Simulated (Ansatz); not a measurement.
The band gap of GaAs, sorted by core time

```xyz
2
Lattice="0.0000 2.8268 2.8268 2.8268 0.0000 2.8268 2.8268 2.8268 0.0000" Properties=species:S:1:pos:R:3 pbc="T T T"
As    4.2403    4.2403    4.2403
Ga    0.0000    0.0000    0.0000
```

| rung | level | program and potentials | cutoff (eV) | k mesh | smearing | task | spin | core time | chip | band gap (eV) | miss (eV) | notes |
| --- | --- | --- | --- | --- | --- | --- | --- | --- | --- | --- | --- | --- |
| GGA | PBE | Ansatz, Ansatz PAW polarizable | 420 | 8 × 8 × 8 | fermi-dirac 0.05 | band structure | off | 5.7 s | Arm Neoverse V2 | 0.52 | -1.00 | - |
| GGA | PBEsol | Ansatz, Ansatz PAW | 420 | 6 × 6 × 6 | fixed | elastic constants | off | 29 s | Arm Neoverse V1 | 0.44 | -1.08 | potentials made for PBE, which Ansatz adapts in part |
| meta-GGA | r2SCAN | Ansatz, Ansatz PAW | 500 | 8 × 8 × 8 | fixed | electron localisation function | SOC, no magnetisation | 33 s | Arm Neoverse V1 | 0.91 | -0.61 | potentials made for PBE, which Ansatz adapts in part |
| GGA | PBE | Ansatz, Ansatz PAW | 420 | 6 × 6 × 6 | fermi-dirac 0.05 | band structure | SOC, no magnetisation | 39 s | Intel Xeon Skylake/Cascade Lake | (a) | ? | - |
| LDA | LDA | Ansatz, Ansatz PAW | 420 | 8 × 8 × 8 | fermi-dirac 0.05 | band structure | SOC, no magnetisation | 50 s | Arm Neoverse V1 | 0.17 | -1.35 | potentials made for PBE, which Ansatz adapts in part |
| meta-GGA | r2SCAN | Ansatz, Ansatz PAW | 500 | 6 × 6 × 6 | fermi-dirac 0.05 | band structure | SOC, no magnetisation | 1.7 min | Intel Xeon Skylake/Cascade Lake | 0.91 | -0.61 | potentials made for PBE, which Ansatz adapts in part |
| hybrid | HSE06 | Ansatz, Ansatz PAW | 420 | 4 × 4 × 4 | fermi-dirac 0.05 | single point | SOC, no magnetisation | 2.9 min | Intel Xeon Platinum 8259CL Skylake/Cascade Lake | 1.36 | -0.16 | coarse mesh; potentials made for PBE, which Ansatz adapts in part |
| hybrid | r2SCAN0 | Ansatz, Ansatz PAW | 500 | 4 × 4 × 4 | fermi-dirac 0.05 | band structure | off | 8.9 min | Intel Xeon Skylake/Cascade Lake | 2.39 | +0.87 | coarse mesh; potentials made for PBE, which Ansatz adapts in part |

Times are single runs on shared hosts and different chips, so they are rough; meshes, cutoffs and the tasks' sizes weigh on the time. Gaps are the least found on the k mesh or the band path, and a mesh can miss the band edges. Smearing widths are in eV. The cell comes from a database and isn't always the measured one. Meshes differ between rows, which moves values too. All levels ran on this one cell, unrelaxed unless noted. Meshes are those of the run's cell of 2 atoms unless a note names another. Misses use the values as printed. Runs on faulty files, with rough fits or with known faults for this quantity aren't shown.

Measured: 1.52 eV at 1.2 K (a printed reference work). The runs are for a static lattice.

**Question.** Estimate the value left out from the other rows.

**Answer.** (a) 0.41 eV, miss -1.11.
